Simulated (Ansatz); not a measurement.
Input of an Ansatz 0.2.0 run:

Contents of input.yaml:

```yaml
crystal:
  lattice:
    - [0.0, 2.035, 2.035]
    - [2.035, 0.0, 2.035]
    - [2.035, 2.035, 0.0]
  atoms:
    - { symbol: Au, position: [0.0, 0.0, 0.0] }
kpoints:
  mp_grid: { grid: [11, 11, 11] }
  band_path:
    path:
      - [0.0, 0.0, 0.0]
      - [0.5, 0.0, 0.5]
      - [0.5, 0.25, 0.75]
      - [0.375, 0.375, 0.75]
      - [0.0, 0.0, 0.0]
      - [0.5, 0.5, 0.5]
      - [0.625, 0.25, 0.625]
      - [0.5, 0.25, 0.75]
    npoints: 6
scf:
  occupations: { method: fermi_dirac, width: 0.05 }
hamiltonian:
  xc: revpbe
  pseudopotentials: { kind: all_electron, lapw: { basis_error: 0.001 } }
output:
  forces: true
  stress: true
  eigenvalues: true
```

Potentials or basis: all-electron LAPW, scalar-relativistic.

The run is started by

```bash
$ ansatz run input.yaml --threads 1 --pin off --max-ram 3072MiB --backend cpu --events-out ev --progress --plain --runs-dir out
```

Question: Predict the band gap along the path.

Answer: None (metal or under the smearing width).

Question: Predict the pressure.

Answer: 13.7 GPa.

Levels at the corners of the path, in eV from the Fermi level:
| point | band 19 | band 20 | band 21 | band 22 | band 23 | band 24 |
| --- | --- | --- | --- | --- | --- | --- |
| Γ | -4.79 | -4.79 | -3.25 | -3.25 | 14.42 | 18.50 |
| X | -2.07 | -1.69 | -1.69 | 0.96 | 5.87 | 10.03 |
| W | -5.27 | -3.40 | -1.69 | 4.79 | 6.32 | 6.32 |
| K | -3.92 | -2.96 | -2.15 | 3.89 | 4.68 | 7.48 |
| Γ | -4.79 | -4.79 | -3.25 | -3.25 | 14.42 | 18.50 |
| L | -4.83 | -2.02 | -2.02 | -1.04 | 3.12 | 13.89 |
| U | -3.92 | -2.96 | -2.15 | 3.89 | 4.68 | 7.48 |
| W | -5.27 | -3.40 | -1.69 | 4.79 | 6.32 | 6.32 |

Caveat: spin-orbit coupling is left out, which moves the levels of the heavy elements.
